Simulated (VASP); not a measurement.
The system is CdSe.

```xyz
4
Lattice="4.0943 0.0000 0.0000 0.0000 4.0943 0.0000 0.0000 0.0000 7.3563" Properties=species:S:1:pos:R:3 pbc="T T T"
Cd    0.0000    2.0471    0.0000
Cd    2.0471    0.0000    3.6782
Se    2.0471    2.0471    1.8391
Se    2.0471    2.0471    5.5172
```

The cell was built by a generator and needn't be a form met in nature.

```yaml
Program: VASP 6.6.1
Task: relaxation of cell and atoms
Functional: PBEsol
Potentials_or_basis: VASP PAW PBE potentials, release 64 (Cd, Se)
Cutoff: 600 eV
k_mesh: 7 × 7 × 4
Occupations: gaussian, width 0.05 eV
Spin: no spin polarisation
```

At the start: pressure -2.1 GPa; volume 30.83 Å³/atom.

Problem. How do energy, volume and symmetry change on relaxing?

Solution. Over 7 steps the energy falls by 11.0 meV/atom and the volume is 29.15 Å³/atom (-5.4 %); space group P4_2/mmc (No. 131, to 0.05 Å).

Step by step:
```tsv
step	energy change (eV)	largest force (eV/Å)	pressure (GPa)	volume (Å³)
1	0.0000	0.0000	-2.10	123.32
2	-0.0400	0.0000	0.43	116.23
3	-0.0418	0.0000	-0.08	117.41
4	-0.0418	0.0000	-0.02	117.29
5	-0.0435	0.0000	-0.01	116.94
6	-0.0440	0.0000	0.06	116.53
7	-0.0440	0.0000	0.03	116.62
```

Final structure:
```xyz
4
Lattice="4.0112 0.0000 0.0000 0.0000 4.0112 0.0000 0.0000 0.0000 7.2480" Properties=species:S:1:pos:R:3 pbc="T T T"
Cd    0.0000    2.0056    0.0000
Cd    2.0056    0.0000    3.6240
Se    2.0056    2.0056    1.8120
Se    2.0056    2.0056    5.4360
```

Caveat: the PAW data sets were made with another functional, which shifts forces and pressure a little.
